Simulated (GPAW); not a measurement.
Set up this calculation in GPAW 26.7.0, as an ASE script.

```yaml
Task: dielectric tensor
Functional: PBE
Potentials_or_basis: GPAW PAW data sets (gpaw-data 1.2.1)
Cutoff: 400 eV
Basis: pw
k_mesh: 7 × 7 × 7
Occupations: fermi-dirac, width 0.001 eV
Spin: no spin polarisation
Response_ecut: 80 eV
Maxiter: 150
Response_k_mesh: 20 × 20 × 20
Response_bands: 25
Kernels: "[\"RPA\", \"LR0.3\", \"ALDA\"]"
Coarser_k_mesh: 14 × 14 × 14
```

Crystal: InP.

```
In P
1.0
     0.00000    2.89089    2.89089
     2.89089    0.00000    2.89089
     2.89089    2.89089    0.00000
In P
1 1
Direct
  0.00000 0.00000 0.00000
  0.25000 0.25000 0.25000
```

The cell isn't the ideal one: volume scaled by 0.96.

These files were run (other wordings do the same):

run.py

```python
import numpy as np
from ase.dft.bandgap import bandgap
from ase.io import write
from ase.spacegroup import crystal
from gpaw import GPAW, PW
from gpaw.response.df import DielectricFunction

# In 4a
# P 4c
atoms = crystal(['In', 'P'],
                basis=[[0.0, 0.0, 0.0],
                       [0.25, 0.25, 0.25]],
                spacegroup=216, setting=1,  # F-43m
                cellpar=[5.78178759, 5.78178759, 5.78178759, 90.0, 90.0, 90.0],
                primitive_cell=True)

calc = GPAW(mode=PW(400),
            xc='PBE',
            kpts={'size': (7, 7, 7), 'gamma': True},
            occupations={'name': 'fermi-dirac', 'width': 0.001},
            nbands=18,
            convergence={'density': 1e-06},
            maxiter=150,
            txt='gpaw.txt')
atoms.calc = calc
energy = atoms.get_potential_energy()
calc.write('gs.gpw')
write('result.traj', atoms)
print(f'Energy: {energy:.6f} eV')
print('Fermi level:', round(calc.get_fermi_level(), 4), 'eV')
print(f'Gap: {bandgap(calc)[0]:.4f} eV, direct: {bandgap(calc, direct=True)[0]:.4f} eV')

for size in [(14, 14, 14), (20, 20, 20)]:
    name = 'x'.join(str(n) for n in size)
    dense = calc.fixed_density(kpts={'size': size, 'gamma': True},
                               nbands=31, convergence={'bands': 25},
                               update_fermi_level=True, txt=f'dense-{name}.txt')
    dense.write(f'{name}.gpw', mode='all')
    df = DielectricFunction(f'{name}.gpw', frequencies=np.array([0.0]), hilbert=False, eta=0.001,
                            ecut=80, nbands=25, intraband=False, txt=f'df-{name}.txt')
    for xc in ['RPA', 'LR0.3', 'ALDA']:
        for direction in ['x', 'y', 'z', [0, 1, 1], [1, 0, 1], [1, 1, 0]]:
            e0, e = df.get_macroscopic_dielectric_constant(xc=xc, direction=direction)
            print(f'{name} {xc} {direction}: {e0:.4f} without, {e:.4f} with local fields')
```

Potentials or basis: GPAW PAW data sets (gpaw-data 1.2.1), pw.

Run with:

```sh
$ OMP_NUM_THREADS=1 python run.py
```

Results of the run:

```json
{"Band gap on the k mesh": "0.92 eV, direct", "Electronic dielectric tensor (diagonal)": "9.73"}
```

Caveat: the long-wavelength limit can be off by a per cent or two; spin-orbit coupling is left out, which moves the levels of the heavy elements.

It took 3 min on 1 thread of Arm Neoverse V1, with other jobs on the host, peak memory 1.1 GiB.
